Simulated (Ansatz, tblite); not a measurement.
AgCl: GFN2-xTB, run from Python

These are simulated results from tblite 0.8.0, not measurements. The cell was built from a prototype and was relaxed with r2SCAN in plane waves (Ansatz 0.2.0). Not every such cell is a known phase. All runs are without spin polarisation.

It is hexagonal, P6_3/mmc (No. 194); a = 4.520 Å, c = 5.722 Å in the conventional setting, 25.31 Å³ an atom. Ag is surrounded by 5 Cl at 2.61–2.86 Å; Cl is surrounded by 5 Ag at 2.61–2.86 Å.

tblite solves periodic systems at the zone centre alone, so the script builds a cluster of 3×3×2 conventional cells (72 atoms), which folds in a coarse mesh of k points.

run.py reads:

```python
import json
from ase import Atoms
from ase.build import make_supercell
from ase.units import Bohr, GPa, Hartree
from tblite.interface import Calculator

atoms = Atoms(['Ag', 'Ag', 'Cl', 'Cl'],
              cell=[[4.519741, -0.0, -0.0], [-2.25987, 3.91421, 0.0], [-0.0, 0.0, 5.722496]],
              scaled_positions=[[0.333333, 0.666667, -0.06222], [0.666667, 0.333333, 0.43778], [0.333333, 0.666667, 0.43722], [0.666667, 0.333333, 0.93722]],
              pbc=True)
cluster = make_supercell(atoms, [[3, 0, 0], [0, 3, 0], [0, 0, 2]])
calc = Calculator('GFN2-xTB', cluster.numbers, cluster.positions / Bohr, lattice=cluster.cell[:] / Bohr, periodic=cluster.pbc)
calc.set('temperature', 0.02 / Hartree)
calc.set('max-iter', 150)
res = calc.singlepoint()
levels = res.get('orbital-energies') * Hartree
nv = round(res.get('orbital-occupations').sum() / 2)
cells = len(cluster) // len(atoms)
out = {'energy_per_cell': res.get('energy') * Hartree / cells, 'homo': levels[nv - 1], 'lumo': levels[nv],
       'stress': (-res.get('virial') * Hartree / cluster.get_volume() / GPa).tolist(), 'charges': res.get('charges')[:len(atoms)].tolist(), 'electrons': 2 * nv / cells}
json.dump(out, open('results.json', 'w'))
for key, value in out.items():
    print(key, value)
```

Command: `python run.py`. It took 7 s on 1 thread of Arm Neoverse V1, with other jobs on the host, peak memory 0.15 GiB.

What it printed:

```
------------------------------------------------------------
  cycle        total energy    energy error   density error
------------------------------------------------------------
      1     -308.4531631013  -3.0861888E+02   2.1168337E-01
      2     -308.6005439828  -1.4738088E-01   1.3574832E-01
      3     -308.6219032281  -2.1359245E-02   5.0119751E-02
      4     -308.6263467015  -4.4434734E-03   1.2015325E-02
      5     -308.6267029317  -3.5623020E-04   4.1068247E-03
      6     -308.6268251854  -1.2225368E-04   1.5703443E-04
      7     -308.6268254207  -2.3539548E-07   5.7636203E-05
      8     -308.6268255295  -1.0877829E-07   5.5898216E-05
      9     -308.6268244880   1.0414836E-06   3.0987962E-05
     10     -308.6268240585   4.2955719E-07   1.6251747E-05
------------------------------------------------------------

 total:                                   6.261 sec
energy_per_cell -466.564647051663
homo -10.147600819530464
lumo -7.302697820948095
stress [[-0.5983786467663668, 4.739042366837116e-05, -3.396592265346943e-07], [4.7390423668350137e-05, -0.5982845917822281, 1.961025707437493e-07], [-3.3965922654887805e-07, 1.9610257069072185e-07, -2.2382328413921586]]
charges [0.20038750942776917, 0.20038751338558813, -0.20038642550806923, -0.20038602923260737]
electrons 36.0
```

The cycle table is in hartree for the whole cluster, and the lines after it are in eV (the energy for one cell). The printed stress is in GPa and positive in compression, and the pressure is its mean diagonal.

GFN2-xTB gives a gap of 2.84 eV. On the same cell, plane-wave PBE (Ansatz, 6×6×4 k points and the special points) gives a gap of 1.36 eV and r2SCAN a gap of 1.81 eV; on shared hosts these took about 8 and 19 core-seconds on the 4-atom cell, against 7 for the script. Semilocal gaps usually lie below measured ones. xTB was fitted to molecules, so gaps, charges and pressures of solids can be far off, and the gap also depends on the size of the cluster.

The same script was run on cells scaled at fixed shape and fractional coordinates:

```csv
volume (Å³/atom),energy (meV/atom),"pressure (GPa, positive in compression)",gap (eV)
22.27,38.5,5.96,3.78
23.79,2.9,1.81,3.27
25.31,0.0,-1.14,2.84
26.83,21.3,-3.25,2.48
28.35,59.0,-4.59,2.20
```

A Birch-Murnaghan fit puts the minimum at 24.67 Å³/atom, 2.5 % below the given cell, with a bulk modulus of 46.2 GPa at fixed shape.

xTB was fitted mostly to molecules, and a small cluster samples few k points, so gaps, pressures and kinks along a curve can be far from a solid's.

Spin-orbit coupling is left out.
